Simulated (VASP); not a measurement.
Write the native input for VASP 6.6.1 that does the following.

| Item | Value |
| --- | --- |
| Task | work function |
| Functional | HSE06 |
| Potentials or basis | VASP PAW PBE potentials, release 64 (B, P) |
| Cutoff | 520 eV |
| k mesh | 6 × 6 × 1 |
| Occupations | gaussian, width 0.03 eV |
| Spin | no spin polarisation |
| Grid for exact exchange (PRECFOCK) | Fast |
| Dipole correction | yes |
| Screening parameter | 0.2 1/A |
| Further INCAR settings | ALGO = Normal; EDIFF = 1e-07 |

The system is BP, a sheet with vacuum.

```
B P
1.0
     3.20409    0.00000    0.00000
    -1.60205    2.77483    0.00000
     0.00000    0.00000   16.00000
B P
1 1
Direct
  0.33333 0.66667 0.50000
  0.66667 0.33333 0.50000
```

The cell was built by a generator and needn't be a form met in nature.

The input as run:

POSCAR

```
BP                                      
1.0
    3.2040943696      0.0000000000      0.0000000000
   -1.6020471848      2.7748271181      0.0000000000
    0.0000000000      0.0000000000     16.0000000000
  B               P             
     1     1
Direct
     0.3333330000000032    0.6666669999999968    0.5000000000000000
     0.6666669999999968    0.3333330000000032    0.5000000000000000
```

INCAR.step1

```
ALGO     = Normal         # electronic algorithm
DIPOL    = 0.5 0.5 0.500
EDIFF    = 1E-5           # SCF threshold, eV
ENCUT    = 520            # plane-wave cutoff, eV
GGA      = PE             # functional
IDIPOL   = 3            
ISIF     = 2              # what is computed and relaxed
ISMEAR   = 0              # smearing method
KPAR     = 4            
LASPH    = True           # aspherical terms in the spheres
LDIPOL   = True         
LREAL    = False          # projectors in reciprocal space
LWAVE    = True           # write WAVECAR
NELM     = 80             # most SCF steps
PREC     = Accurate       # precision mode
SIGMA    = 0.03           # smearing width, eV
```

INCAR.step2

```
ALGO     = Normal         # electronic algorithm
DIPOL    = 0.5 0.5 0.500
EDIFF    = 1E-7           # SCF threshold, eV
ENCUT    = 520            # plane-wave cutoff, eV
GGA      = PE             # functional
HFSCREEN = 0.2            # screening, 1/A
IDIPOL   = 3            
ISIF     = 2              # what is computed and relaxed
ISMEAR   = 0              # smearing method
ISTART   = 1            
KPAR     = 4            
LASPH    = True           # aspherical terms in the spheres
LCHARG   = True           # write CHGCAR
LDIPOL   = True         
LHFCALC  = True           # exact exchange
LREAL    = False          # projectors in reciprocal space
LVACPOTAV= True         
LVHAR    = True         
LWAVE    = False          # write WAVECAR
NELM     = 80             # most SCF steps
PREC     = Accurate       # precision mode
PRECFOCK = Fast         
SIGMA    = 0.03           # smearing width, eV
```

KPOINTS

```
k-points
0
Gamma
  6 6 1
```

Potentials or basis: VASP PAW PBE potentials, release 64 (B, P).

Command:

```sh
$ cat potpaw_PBE.64/B/POTCAR potpaw_PBE.64/P/POTCAR > POTCAR
$ cp INCAR.step1 INCAR
$ mpirun -np 4 vasp_std > vasp.out
$ cp INCAR.step2 INCAR
$ mpirun -np 4 vasp_std > vasp.out
```

Results of the run:

```json
{"Band gap on the k mesh": "1.37 eV, direct", "Ionisation potential of the upper face": "5.43 eV"}
```

Wall time 90 s on 4 MPI ranks on Intel(R) Xeon(R) Platinum 8175M CPU @ 2.50GHz (Skylake/Cascade Lake), on a shared host, peak memory 0.33 GiB a rank.
